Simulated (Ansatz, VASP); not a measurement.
Two plane-wave programs on Ag

INCAR

```
PREC = Accurate ; ENCUT = 600
EDIFF = 1E-7 ; ISMEAR = -1
SIGMA = 0.1 ; LREAL = False
LASPH = True ; NELM = 100
ALGO = Normal ; ISIF = 3
LWAVE = False ; LCHARG = False
GGA = PE ; IBRION = 2
NSW = 80 ; EDIFFG = -0.01
```

KPOINTS

```
Automatic mesh
0
Gamma
  13 13 13
```

Contents of POSCAR:

```
Ag
1.0
    0.0000000000      2.0431000000      2.0431000000
    2.0431000000      0.0000000000      2.0431000000
    2.0431000000      2.0431000000      0.0000000000
Ag
1
Direct
    0.0000000000      0.0000000000      0.0000000000
```

Input for Ansatz:

```yaml
crystal:
  lattice:
    - [0.0, 2.0431, 2.0431]
    - [2.0431, 0.0, 2.0431]
    - [2.0431, 2.0431, 0.0]
  atoms:
    - { symbol: Ag, position: [0.0, 0.0, 0.0] }
hamiltonian:
  xc: pbe
  pseudopotentials:
    kind: paw
    azcp:
      Ag: "pseudopotentials/Ag.paw.azcp"
basis:
  ecutwfc: 420
  fft_grid_basis: typed
kpoints:
  mp_grid: { grid: [13, 13, 13], shift: [0, 0, 0] }
magnetization:
  spin_polarized: false
scf:
  occupations: { method: fermi_dirac, width: 0.1 }
relax:
  max_steps: 60
  f_tol: 0.01
  cell: {}
```

Alike in both runs: task relaxation of cell and atoms; functional PBE; k mesh 13 × 13 × 13; occupations fermi-dirac, width 0.1 eV; no spin polarisation.

```csv
,VASP,Ansatz
version,VASP 6.6.1,Ansatz 0.2.0
potentials or method,"VASP PAW PBE potentials, release 64 (Ag)","plane waves (420 eV) with PAW, scalar-relativistic"
plane-wave cutoff (eV),600,420
valence electrons in the cell,11,19
```

|  | VASP | Ansatz | Ansatz less VASP |
| --- | --- | --- | --- |
| relaxed volume (Å³/atom) | 17.80 | 17.83 | +0.029 |
| relaxed cell length with the largest relative difference (Å) | 2.931 | 2.932 | +0.0016 |
| energy change over the relaxation (meV/atom) | -10 | -10 | -0.8 |

The two sets of potentials don't hold the same shells in valence.

PBE usually gives volumes a little too large and moduli too small. Zero-point motion and thermal expansion aren't in these numbers.
